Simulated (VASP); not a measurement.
# CuO (P-6m2) in VASP: further runs

The runs below take CuO through relaxation of cell and atoms, with PBE.

All numbers are computed with VASP 6.6.1; they aren't measurements. Logs are shortened: lines on timing, memory, paths and dates and some standing lists are left out, and cuts for length are marked.

### 1 The structure

The structure is hexagonal, space group P-6m2 (No. 187). The conventional cell has a = 2.836 Å, b = 2.836 Å, c = 2.768 Å, α = 90.00°, β = 90.00°, γ = 120.00°. Cu (site symmetry -6m2) is surrounded by 6 O at 2.14 Å. Around O (site symmetry -6m2) lie 6 Cu at 2.14 Å.

Measurements of this composition are mostly on another form, of space group No. 15.

### 2 Relaxation of cell and atoms, PBE

File INCAR:

```
PREC = Accurate
ENCUT = 480
EDIFF = 1E-7
ISMEAR = -1
SIGMA = 0.05
LREAL = F
LASPH = T
NELM = 60
ALGO = Normal
ISIF = 3
LWAVE = F
LCHARG = F
GGA = PE
IBRION = 2
NSW = 60
EDIFFG = -0.02
```

File KPOINTS:

```
regular mesh
0
Gamma
  11 11 10
```

File POSCAR:

```
CuO
1.0
    2.8363251100      0.0000000000      0.0000000000
   -1.4181625500      2.4563296000      0.0000000000
    0.0000000000      0.0000000000      2.7681127800
Cu O
1 1
Direct
    0.0000000000      0.0000000000      0.0000000000
    0.6666666667      0.3333333333      0.5000000000
```

Potentials or basis: VASP PAW PBE potentials, release 64 (Cu, O_s).

On the command line:

```sh
cat potpaw_PBE.64/Cu/POTCAR potpaw_PBE.64/O_s/POTCAR > POTCAR
mpirun -np 1 vasp_std > vasp.out
```

OUTCAR:

```text
PREC = Accurate
   ENCUT = 480
   EDIFF = 1E-7
   ISMEAR = -1
   LREAL = F
   LASPH = T
   NELM = 60
   ISIF = 3
   GGA = PE
   IBRION = 2
   NSW = 60
   EDIFFG = -0.02

 ion  position               nearest neighbor table
   1  0.000  0.000  0.000-   2 2.14   2 2.14   2 2.14   2 2.14   2 2.14   2 2.14
   2  0.667  0.333  0.500-   1 2.14   1 2.14   1 2.14   1 2.14   1 2.14   1 2.14

  LATTYP: Found a hexagonal cell.
 ALAT       =     2.8363251100
 C/A-ratio  =     0.9759504544

  Lattice vectors:

 A1 = (   2.8363251100,   0.0000000000,   0.0000000000)
 A2 = (  -1.4181625500,   2.4563296000,   0.0000000000)
 A3 = (   0.0000000000,   0.0000000000,   2.7681127800)

Analysis of symmetry for initial positions (statically):
=====================================================================
 Subroutine PRICEL returns:
 Original cell was already a primitive cell.

 Routine SETGRP: Setting up the symmetry group for a
 hexagonal supercell.

 Subroutine GETGRP returns: Found 12 space group operations
 (whereof 12 operations were pure point group operations)
 out of a pool of 24 trial point group operations.

The static configuration has the point symmetry D_3h.

Analysis of symmetry for dynamics (positions and initial velocities):
=====================================================================
 Subroutine PRICEL returns:
 Original cell was already a primitive cell.

 Routine SETGRP: Setting up the symmetry group for a
 hexagonal supercell.

 Subroutine GETGRP returns: Found 12 space group operations
 (whereof 12 operations were pure point group operations)
 out of a pool of 24 trial point group operations.

The dynamic configuration has the point symmetry D_3h.

 Subroutine INISYM returns: Found 12 space group operations
 (whereof 12 operations are pure point group operations),
 and found     1 'primitive' translations

----------------------------------------------------------------------------------------

                                     Primitive cell

  volume of cell :      19.2853

  direct lattice vectors                    reciprocal lattice vectors
     2.836325110  0.000000000  0.000000000     0.352568892  0.203555744  0.000000000
    -1.418162550  2.456329600  0.000000000     0.000000000  0.407111489  0.000000000
     0.000000000  0.000000000  2.768112780     0.000000000  0.000000000  0.361256957

  length of vectors
     2.836325110  2.836325109  2.768112780     0.407111488  0.407111489  0.361256957

[... 103 lines left out ...]
  Thomas-Fermi vector in A             =   2.671540
   LORBIT       =      0    0 simple, 1 ext, 2 COOP (PROOUT), +10 PAW based schemes
   GGA     = PE    functional components
   LHFCALC =     F    Hartree Fock is set to
   AEXX    =    0.0000 exact exchange contribution
   IVDW    =     0    specifies the selected vdW correction
   LEPSILON=     F    determine dielectric tensor
   LRPA    =     F    only Hartree local field effects (RPA)
 conjugate gradient relaxation of ions
 non-spin polarized calculation
  energy-cutoff  :      480.00
  volume of cell :       19.29
 maximum number of plane-waves:       478
   NGX = 11   NGY = 11   NGZ =  9

--------------------------------------- Ionic step        1  -------------------------------------------

 number of electron      16.9999998 magnetization

 Free energy of the ion-electron system (eV)
  ---------------------------------------------------
  ext. energy  EPLUGINS =         0.00000000
  ---------------------------------------------------
  free energy    TOTEN  =        -9.14815996 eV

  energy without entropy =       -9.12443019  energy(sigma->0) =       -9.13629508

------------------------ aborting loop because EDIFF is reached ----------------------------------------

  FORCE on cell =-STRESS in cart. coord.  units (eV):
  Direction    XX          YY          ZZ          XY          YZ          ZX
  --------------------------------------------------------------------------------------
  -------------------------------------------------------------------------------------
  Total        0.3601427      0.3601427     -0.8792967      0.0000000      0.0000000     -0.0000000
  in kB       29.9198028     29.9198028    -73.0498957      0.0000001      0.0000000     -0.0000000
  external PRESSURE =      -4.4034300 kB  Pullay stress =       0.0000000 kB
[... 131 lines left out ...]
--------------------------------------- Ionic step        5  -------------------------------------------

 number of electron      17.0000012 magnetization

 Free energy of the ion-electron system (eV)
  ---------------------------------------------------
  ext. energy  EPLUGINS =         0.00000000
  ---------------------------------------------------
  free energy    TOTEN  =        -9.16695991 eV

  energy without entropy =       -9.14326116  energy(sigma->0) =       -9.15511053

 E-fermi :   6.0038     XC(G=0): -12.3090

 val. band max:        6.0037059973   @ k =   0.0909   0.0909   0.5000
 cond. band min:       6.0107787025   @ k =   0.2727   0.1818   0.3000
 fundamental gap:      0.0070727052
 Fermi energy:         6.0038289062

 k-point     1 :       0.0000    0.0000    0.0000
  band No.  band energies     occupation
      1     -13.2281      2.00000
      2       2.2742      2.00000
      3       2.2742      2.00000
      4       2.8387      2.00000
      5       3.7409      2.00000
      6       4.2998      2.00000
      7       4.2998      2.00000
      8       5.8860      1.82684
      9       5.8860      1.82684
     10       7.0966      0.00000
     11      21.5988      0.00000
     12      21.9321      0.00000
[... 331 lines left out ...]
 k-point    24 :       0.1818    0.0909    0.1000
  band No.  band energies     occupation
      1     -12.6643      2.00000
      2       0.7657      2.00000
      3       2.2736      2.00000
      4       2.4702      2.00000
      5       3.2901      2.00000
      6       4.1725      2.00000
      7       4.8373      2.00000
      8       5.2706      2.00000
      9       5.5721      1.99964
     10      10.1248      0.00000
     11      17.8759      0.00000
     12      21.4355      0.00000

 [... further k-points ...]

------------------------ aborting loop because EDIFF is reached ----------------------------------------

  FORCE on cell =-STRESS in cart. coord.  units (eV):
  Direction    XX          YY          ZZ          XY          YZ          ZX
  --------------------------------------------------------------------------------------
  -------------------------------------------------------------------------------------
  Total        0.0039274      0.0039274     -0.0180730      0.0000000      0.0000000      0.0000000
  in kB        0.3247130      0.3247130     -1.4942517      0.0000000      0.0000000      0.0000000
  external PRESSURE =      -0.2816086 kB  Pullay stress =       0.0000000 kB
[... 17 lines left out ...]
  FREE ENERGIE OF THE ION-ELECTRON SYSTEM (eV)
  ---------------------------------------------------
  free  energy   TOTEN  =        -9.1669599070 eV

  energy  without entropy=       -9.1432611579  energy(sigma->0) =       -9.15511053

 reached required accuracy - stopping structural energy minimisation
```

OSZICAR:

```text
N       E                     dE             d eps       ncg     rms          rms(c)
DAV:   1     0.969337890956E+02    0.96934E+02   -0.83903E+03  2408   0.205E+03
DAV:   2    -0.759788531400E+01   -0.10453E+03   -0.95636E+02  2312   0.339E+02
DAV:   3    -0.121284169509E+02   -0.45305E+01   -0.42142E+01  2840   0.880E+01
[... 48 lines left out ...]
DAV:   5    -0.916696272706E+01    0.88804E-04   -0.10174E-04  3496   0.327E-01    0.260E-02
DAV:   6    -0.916696035408E+01    0.23730E-05   -0.13411E-05  2676   0.599E-02    0.142E-02
DAV:   7    -0.916696015726E+01    0.19683E-06   -0.51124E-07  2580   0.104E-02    0.848E-03
DAV:   8    -0.916695992487E+01    0.23238E-06   -0.33717E-07  2808   0.172E-02    0.224E-03
DAV:   9    -0.916695990704E+01    0.17835E-07   -0.44895E-08  1212   0.267E-03
   5 F= -.91669599E+01 E0= -.91551105E+01  d E =-.117216E-02
```

Wall time 25 s (1 thread of Intel Xeon 6975P-C (Granite Rapids), shared host); peak memory 0.14 GiB.

What came out:

* Free energy: -9.1670 eV
* Relaxed volume: 9.69 Å³/atom
* Relaxed cell: a = 2.884 Å, b = 2.884 Å, c = 2.691 Å, α = 90.00°, β = 90.00°, γ = 120.00°
* Space group after relaxing (to 0.05 Å): P-6m2 (No. 187)
* Energy gained by relaxing: 9.4 meV/atom
* Ionic steps: 5
* Pressure after relaxing: 0.0 GPa
* Band gap on the k mesh: none (metal or under the smearing width)

Stress tensor (GPa, compression positive):
```
 0.03  0.00  0.00
 0.00  0.03  0.00
 0.00  0.00 -0.15
```

The path:
```
step  energy change (eV)  largest force (eV/Å)  pressure (GPa)  volume (Å³)
   1              0.0000                0.0000           -0.44        19.29
   2             -0.0162                0.0000            1.10        19.21
   3             -0.0176                0.0000            1.74        19.17
   4             -0.0185                0.0000           -0.84        19.48
   5             -0.0188                0.0000           -0.03        19.38
```

Final structure:
```
Cu O
1.0
     2.88374    0.00000    0.00000
    -1.44187    2.49740    0.00000
     0.00000    0.00000    2.69075
Cu O
1 1
Direct
  0.00000 0.00000 0.00000
  0.66667 0.33333 0.50000
```

Caveat: an odd number of electrons without spin polarisation forces a metal; a magnetic or distorted state may lie lower; the run has no spin polarisation, though such a crystal can be magnetic; semilocal functionals often make such compounds metallic where correlation or magnetic order opens a gap, which also shifts bond lengths. With open d or f shells a metallic result of PBE can be an artefact of self-interaction; +U or a hybrid may open a gap.

### 3 Relaxation of cell and atoms, PBE

File INCAR:

```
SYSTEM = CuO
ALGO = Fast
EDIFF = 1E-6
EDIFFG = -0.02
ENCUT = 600
GGA = PE
IBRION = 2
ISIF = 3
ISMEAR = -1
LASPH = .TRUE.
LCHARG = .FALSE.
LREAL = .FALSE.
LWAVE = .FALSE.
NELM = 60
NSW = 40
PREC = Accurate
SIGMA = 0.05
```

File KPOINTS:

```
k-points
0
G
  11 11 10
  0 0 0
```

POSCAR is that of step 2.

Potentials or basis: VASP PAW PBE potentials, release 54 (Cu, O).

On the command line:

```sh
cat potpaw_PBE.54/Cu/POTCAR potpaw_PBE.54/O/POTCAR > POTCAR
mpirun -np 1 vasp_std > vasp.out
```

Run time: 30 s. Hardware: 1 thread of Intel Xeon 6975P-C (Granite Rapids), shared host; peak memory 0.16 GiB.

The run converged. Its results:

```
Free energy                            : -9.1717 eV
Relaxed volume                         : 9.70 Å³/atom
Relaxed cell                           : a = 2.886 Å, b = 2.886 Å, c = 2.689 Å, α = 90.00°, β = 90.00°, γ = 120.00°
Space group after relaxing (to 0.05 Å) : P-6m2 (No. 187)
Energy gained by relaxing              : 9.7 meV/atom
Ionic steps                            : 5
Pressure after relaxing                : -0.1 GPa
Band gap on the k mesh                 : none (metal or under the smearing width)
```

Stress tensor (GPa, compression positive):
```
-0.08  0.00  0.00
 0.00 -0.08  0.00
 0.00  0.00 -0.22
```

Step by step:
| step | energy change (eV) | largest force (eV/Å) | pressure (GPa) | volume (Å³) |
| --- | --- | --- | --- | --- |
| 1 | 0.0000 | 0.0000 | -0.08 | 19.29 |
| 2 | -0.0167 | 0.0000 | 1.14 | 19.27 |
| 3 | -0.0188 | 0.0000 | 1.49 | 19.25 |
| 4 | -0.0190 | 0.0000 | -1.07 | 19.53 |
| 5 | -0.0194 | 0.0000 | -0.13 | 19.40 |

Final structure:
```
CELL_PARAMETERS angstrom
2.88594 0.00000 0.00000
-1.44297 2.49930 0.00000
0.00000 0.00000 2.68902
ATOMIC_POSITIONS crystal
Cu 0.00000 0.00000 0.00000
O 0.66667 0.33333 0.50000
```

Levels at points of the mesh, in eV from the Fermi level:
```
           k point  band 6  band 7  band 8  band 9  band 10  band 11  band 12
(0.00, 0.00, 0.00)   -1.70   -1.70   -0.12   -0.12     1.09    15.57    15.87
(0.00, 0.00, 0.50)   -2.14   -1.32   -0.23   -0.23     7.30     7.40    20.49
```

Caveat: an odd number of electrons without spin polarisation forces a metal; a magnetic or distorted state may lie lower; the run has no spin polarisation, though such a crystal can be magnetic; semilocal functionals often make such compounds metallic where correlation or magnetic order opens a gap, which also shifts bond lengths. With open d or f shells a metallic result of PBE can be an artefact of self-interaction; +U or a hybrid may open a gap.

### 4 Relaxation of cell and atoms, PBE

File INCAR:

```
SYSTEM = CuO
PREC     = Accurate       ! precision mode
ENCUT    = 580            ! plane-wave cutoff, eV
EDIFF    = 1E-6           ! SCF threshold, eV
ISMEAR   = -1             ! smearing method
SIGMA    = 0.05           ! smearing width, eV
LREAL    = .False.        ! projectors in reciprocal space
LASPH    = .True.         ! aspherical terms in the spheres
NELM     = 80             ! most SCF steps
ALGO     = Normal         ! electronic algorithm
ISIF     = 3              ! what is computed and relaxed
LWAVE    = .False.        ! write WAVECAR
LCHARG   = .False.        ! write CHGCAR
GGA      = PE             ! functional
IBRION   = 2              ! ionic algorithm
NSW      = 40             ! ionic steps
EDIFFG   = -0.02          ! ionic threshold
```

File KPOINTS:

```
regular mesh
0
Gamma
  11 11 10
  0 0 0
```

POSCAR is that of step 3.

On the command line:

```sh
cat potpaw_PBE.54/Cu/POTCAR potpaw_PBE.54/O/POTCAR > POTCAR
mpirun -np 1 vasp_std > vasp.out
```

Wall time 27 s (1 thread of Intel Xeon 6975P-C (Granite Rapids), shared host); peak memory 0.16 GiB.

It converged, with:

```yaml
Free_energy: -9.1712 eV
Relaxed_volume: 9.70 Å³/atom
Relaxed_cell: a = 2.887 Å, b = 2.887 Å, c = 2.688 Å, α = 90.00°, β = 90.00°, γ = 120.00°
Space_group_after_relaxing_to_0.05_Å: P-6m2 (No. 187)
Energy_gained_by_relaxing: 9.7 meV/atom
Ionic_steps: 5
Pressure_after_relaxing: 0.1 GPa
Band_gap_on_the_k_mesh: none (metal or under the smearing width)
```

The path:
| step | energy change (eV) | largest force (eV/Å) | pressure (GPa) | volume (Å³) |
| --- | --- | --- | --- | --- |
| 1 | 0.0000 | 0.0000 | -0.45 | 19.29 |
| 2 | -0.0163 | 0.0000 | 1.26 | 19.20 |
| 3 | -0.0178 | 0.0000 | 2.09 | 19.17 |
| 4 | -0.0190 | 0.0000 | -0.91 | 19.53 |
| 5 | -0.0194 | 0.0000 | 0.09 | 19.41 |

Final structure:
```
Cu O
1.0
     2.88730    0.00000    0.00000
    -1.44365    2.50047    0.00000
     0.00000    0.00000    2.68812
Cu O
1 1
Direct
  0.00000 0.00000 0.00000
  0.66667 0.33333 0.50000
```

Levels at points of the mesh, in eV from the Fermi level:
| k point | band 7 | band 8 | band 9 | band 10 | band 11 | band 12 |
| --- | --- | --- | --- | --- | --- | --- |
| (0.00, 0.00, 0.00) | -1.70 | -0.12 | -0.12 | 1.08 | 15.58 | 15.86 |
| (0.00, 0.00, 0.50) | -1.32 | -0.23 | -0.23 | 7.29 | 7.40 | 20.48 |

Caveat: an odd number of electrons without spin polarisation forces a metal; a magnetic or distorted state may lie lower; the run has no spin polarisation, though such a crystal can be magnetic; semilocal functionals often make such compounds metallic where correlation or magnetic order opens a gap, which also shifts bond lengths. With open d or f shells a metallic result of PBE can be an artefact of self-interaction; +U or a hybrid may open a gap.

### 5 The runs side by side

```tsv
potentials or basis	cutoff (eV)	gap on the mesh (eV)	pressure (GPa)	relaxed volume (Å³/atom)
VASP PAW PBE potentials, release 64 (Cu, O_s)	480	none	0.0	9.69
VASP PAW PBE potentials, release 54 (Cu, O)	600	none	-0.1	9.70
VASP PAW PBE potentials, release 54 (Cu, O)	580	none	0.1	9.70
```

Alike in all rows: task relaxation of cell and atoms; level PBE; no spin polarisation; cell relaxed; k mesh 11 × 11 × 10; smearing fermi-dirac 0.05 eV.

Caveats: an odd number of electrons without spin polarisation forces a metal; a magnetic or distorted state may lie lower; the run has no spin polarisation, though such a crystal can be magnetic; semilocal functionals often make such compounds metallic where correlation or magnetic order opens a gap, which also shifts bond lengths.

Total energies depend on the potentials used, so only differences within one code and one set of settings carry meaning.
